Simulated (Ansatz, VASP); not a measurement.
## One calculation of Rb, two programs

File INCAR:

```
SYSTEM = Rb
ALGO = Normal
EDIFF = 1E-6
ENCUT = 520
GGA = PE
ISIF = 2
ISMEAR = 0
LASPH = .TRUE.
LCHARG = .FALSE.
LREAL = .FALSE.
LWAVE = .FALSE.
NBANDS = 10
NELM = 80
PREC = Accurate
SIGMA = 0.05
```

File KPOINTS:

```
k-points
0
G
  10 10 10
  0 0 0
```

File POSCAR:

```
Rb
1.0
   -2.9545118600      2.9545118600      2.7308452000
    2.9545118600     -2.9545118600      2.7308452000
    2.9545118600      2.9545118600     -2.7308452000
Rb
1
Direct
    0.0000000000      0.0000000000      0.0000000000
```

Input for Ansatz:

```yaml
crystal:
  lattice:
    - [-2.95451186, 2.95451186, 2.7308452]
    - [2.95451186, -2.95451186, 2.7308452]
    - [2.95451186, 2.95451186, -2.7308452]
  atoms:
    - { symbol: Rb, position: [0.0, 0.0, 0.0] }
basis:
  ecutwfc: 420
kpoints:
  mp_grid: { grid: [10, 10, 10] }
hamiltonian:
  xc: pbe
scf:
  occupations: { method: gaussian, width: 0.05 }
output:
  forces: true
  eigenvalues: true
  eigenstates:
    nscf_kmesh: { grid: [24, 24, 24] }
    top_band: c6
    de_dk: true
    localisation: false
  stress: true
checkpoint:
  write: ck
  compress: false
  write_wavefunctions: false
  write_every: 100000
```

This isn't the form of Rb at room conditions, which is bcc.

Alike in both runs: task single point; functional PBE; k mesh 10 × 10 × 10; occupations gaussian, width 0.05 eV; no spin polarisation.

|  | VASP | Ansatz |
| --- | --- | --- |
| version | VASP 6.6.1 | Ansatz 0.2.0 |
| potentials or method | VASP PAW PBE potentials, release 64 (Rb_sv) | scalar-relativistic, plane waves, PAW |
| plane-wave cutoff (eV) | 520 | 420 |
| valence electrons in the cell | 9 | 9 |

```tsv
	VASP	Ansatz	Ansatz less VASP
pressure (GPa)	-0.1	-0.1	0.00
```

With one functional, cell and mesh, what is left measures potentials, basis and numerics.
